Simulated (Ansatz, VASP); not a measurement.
One calculation of CdSe, two programs

```
Cd Se
1.0
     0.00000    3.06778    3.06778
     2.91439    0.00000    3.06778
     2.91439    3.06778    0.00000
Cd Se
1 1
Direct
  0.00000 0.00000 0.00000
  0.25000 0.25000 0.25000
```

Change from the starting cell: uniaxial_x strain -5.0%.

Alike in both runs: task single point; functional PBE; k mesh 8 × 8 × 8; occupations fermi-dirac, width 0.02 eV; no spin polarisation.

```csv
,VASP,Ansatz
version,VASP 6.6.1,Ansatz 0.2.0
potentials or method,"VASP PAW PBE potentials, release 64 (Cd, Se)","plane waves, PAW"
plane-wave cutoff (eV),520,420
valence electrons in the cell,18,36
```

|  | VASP | Ansatz | Ansatz less VASP |
| --- | --- | --- | --- |
| pressure (GPa) | 4.7 | 4.3 | -0.37 |
| largest component of the traceless stress (GPa) | 0.37 | 0.38 | +0.013 |

The two sets of potentials don't hold the same shells in valence.
